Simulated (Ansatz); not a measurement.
Runs of Ansatz 0.2.0 on Al2O3. Symmetry: P-6m2, No. 187, hexagonal system. The conventional cell has a = 2.884 Å, b = 2.884 Å, c = 9.337 Å, α = 90.00°, β = 90.00°, γ = 120.00°. Al (site symmetry 3m) has 3 O at 1.80 Å as nearest neighbours. Around O (site symmetry 3m) lie 3 Al at 1.80 Å. O (site symmetry -6m2) has 6 Al at 2.18 Å as nearest neighbours. Measurements of this composition are mostly on another form, of space group No. 167.

```tsv
task	level	cell	points for each segment of the path	gap on the mesh (eV)	pressure (GPa)	relaxed volume (Å³/atom)
relaxation of cell and atoms	PBE+D4	relaxed	-	4.58	0.0	10.36
band structure	PBE	as given	14	4.80	(a)	-
relaxation of cell and atoms	PBE+D3(BJ)	relaxed	-	4.58	0.0	(b)
relaxation of cell and atoms	PBE	relaxed	-	4.79	0.0	13.40
```

Alike in all rows: potentials or basis Ansatz PAW; no spin polarisation; k mesh 8 × 8 × 3; cutoff (eV) 420; smearing fermi-dirac 0.05 eV.

Problem. Estimate the missing entries.

Solution. (a) 0.1; (b) 10.39.

Caveats: odd divisions of the mesh miss points on the zone boundary, where band edges often lie, so the gap on the mesh can be too wide (some runs); the plane-wave basis is chosen anew once the cell has moved, so the energies of steps on either side of that aren't comparable (some runs); the volume moved by over 15 % at a fixed basis, so the end points are rough (some runs).

A k mesh can miss the band edges.
